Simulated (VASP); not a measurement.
Calculation: r2SCAN meta-GGA, VASP's PBE PAW potentials (set 64) (plane waves; VASP 6.6.1).

VASP input:

### KPOINTS
```
Regular mesh
0
Gamma
8 8 8
```

File POSCAR:
```
ZnTe
1
    0.0000000000     3.0581103458     3.0581103458
    3.0581103458     0.0000000000     3.0581103458
    3.0581103458     3.0581103458    -0.0000000000
Zn Te
1 1
Direct
  0.0000000000   1.0000000000   0.0000000000
  0.2500000000   0.2500000000   0.2500000000
```

### KPOINTS_OPT
```
k-points along high-symmetry lines
10
Line-mode
Reciprocal
  0.000000   0.000000   0.000000 ! GAMMA
 -0.500000  -0.500000   0.000000 ! X

 -0.500000  -0.500000   0.000000 ! X
 -0.375000  -0.375000   0.250000 ! U

 -0.375000  -0.000000   0.375000 ! K
  0.000000   0.000000   0.000000 ! GAMMA

  0.000000   0.000000   0.000000 ! GAMMA
 -0.000000  -0.000000   0.500000 ! L

 -0.000000  -0.000000   0.500000 ! L
 -0.500000  -0.250000   0.250000 ! W

 -0.500000  -0.250000   0.250000 ! W
 -0.500000  -0.500000   0.000000 ! X
```

**INCAR**
```
LMIXTAU = .TRUE.
LASPH = .TRUE.   ! aspherical one-centre terms
SYSTEM = ZnTe
LREAL = .FALSE.   ! projection in real space or not
EDIFF = 1E-7   ! SCF stop (eV)
ENCUT = 520   ! plane-wave cut-off (eV)
LMAXMIX = 4   ! l cut-off of mixed one-centre charges
PREC = Accurate
LORBIT = 11   ! lm-projected
ISMEAR = -5
NEDOS = 601   ! DOS grid
METAGGA = R2SCAN
LCHARG = .FALSE.
NELM = 100   ! most electronic steps
ALGO = Normal
ISIF = 2   ! forces and stress, cell fixed
LWAVE = .FALSE.
```

POTCAR, in this order: Zn Te (PBE.64 set). Program: vasp_std.

The resulting files:

**OSZICAR**
```
       N       E                     dE             d eps       ncg     rms          rms(c)
DAV:   1     0.481194655741E+02    0.48119E+02   -0.89081E+03   754   0.148E+03
DAV:   2    -0.334166251616E+02   -0.81536E+02   -0.78938E+02   794   0.266E+02
DAV:   3    -0.379065066980E+02   -0.44899E+01   -0.44743E+01   959   0.641E+01
DAV:   4    -0.379603980102E+02   -0.53891E-01   -0.53883E-01   841   0.715E+00
DAV:   5    -0.379615090915E+02   -0.11111E-02   -0.11111E-02   932   0.863E-01    0.504E+00
DAV:   6    -0.353897953674E+02    0.25717E+01   -0.16183E+00   894   0.311E+01    0.468E+00
DAV:   7    -0.353350549768E+02    0.54740E-01   -0.38112E-01   764   0.112E+01    0.269E+00
DAV:   8    -0.353999719976E+02   -0.64917E-01   -0.19528E-01   784   0.402E+00    0.612E-01
DAV:   9    -0.354359738646E+02   -0.36002E-01   -0.95711E-02   779   0.292E+00    0.487E-01
DAV:  10    -0.354540638747E+02   -0.18090E-01   -0.80689E-03   774   0.134E+00    0.177E-01
DAV:  11    -0.354559972749E+02   -0.19334E-02   -0.19995E-03   784   0.650E-01    0.120E-01
DAV:  12    -0.354552880150E+02    0.70926E-03   -0.13046E-03   769   0.439E-01    0.435E-02
DAV:  13    -0.354564445373E+02   -0.11565E-02   -0.59667E-04   769   0.309E-01    0.974E-03
DAV:  14    -0.354564623455E+02   -0.17808E-04   -0.20744E-05   919   0.453E-02    0.825E-03
DAV:  15    -0.354564642788E+02   -0.19333E-05   -0.18159E-06   769   0.174E-02    0.672E-03
DAV:  16    -0.354564698718E+02   -0.55930E-05   -0.12487E-06   859   0.185E-02    0.258E-03
DAV:  17    -0.354564710149E+02   -0.11431E-05   -0.66215E-07   764   0.114E-02    0.148E-03
DAV:  18    -0.354564710775E+02   -0.62631E-07   -0.51854E-08   502   0.369E-03
   1 F= -.35456471E+02 E0= -.35456471E+02  d E =0.000000E+00
       N       E                     dE             ncg
       N       E                     dE             ncg
       N       E                     dE             ncg
```

File OUTCAR:
```
------------------------ aborting loop because EDIFF is reached ----------------------------------------
  FORCE on cell =-STRESS in cart. coord.  units (eV):
  Direction    XX          YY          ZZ          XY          YZ          ZX
  --------------------------------------------------------------------------------------
  Total       -0.0085358     -0.0085358     -0.0085358      0.0000000     -0.0000000      0.0000000
  in kB       -0.2390933     -0.2390933     -0.2390933      0.0000000     -0.0000000      0.0000000
  external PRESSURE =      -0.2390933 kB  Pullay stress =       0.0000000 kB
  volume of cell :       57.20
      direct lattice vectors                 reciprocal lattice vectors
     0.000000000  3.058110346  3.058110346    -0.163499659  0.163499659  0.163499659
     3.058110346  0.000000000  3.058110346     0.163499659 -0.163499659  0.163499659
     3.058110346  3.058110346  0.000000000     0.163499659  0.163499659 -0.163499659
 POSITION                                       TOTAL-FORCE (eV/Angst)
 -----------------------------------------------------------------------------------
      0.00000      0.00000      0.00000        -0.000000     -0.000000     -0.000000
      1.52906      1.52906      1.52906         0.000000      0.000000      0.000000
 -----------------------------------------------------------------------------------
    total drift:                                0.000009      0.000009      0.000009
  FREE ENERGIE OF THE ION-ELECTRON SYSTEM (eV)
  ---------------------------------------------------
  free  energy   TOTEN  =       -35.4564710775 eV

  energy  without entropy=      -35.4564710775  energy(sigma->0) =      -35.45647108

 total charge

# of ion       s       p       d       tot
------------------------------------------
    1        0.534   0.427   9.775  10.735
    2        1.347   2.119   0.028   3.493
--------------------------------------------------
tot          1.880   2.545   9.803  14.229
```
(Selected blocks of OUTCAR.)

The compound is ZnTe in the zinc blende structure. It was relaxed first.
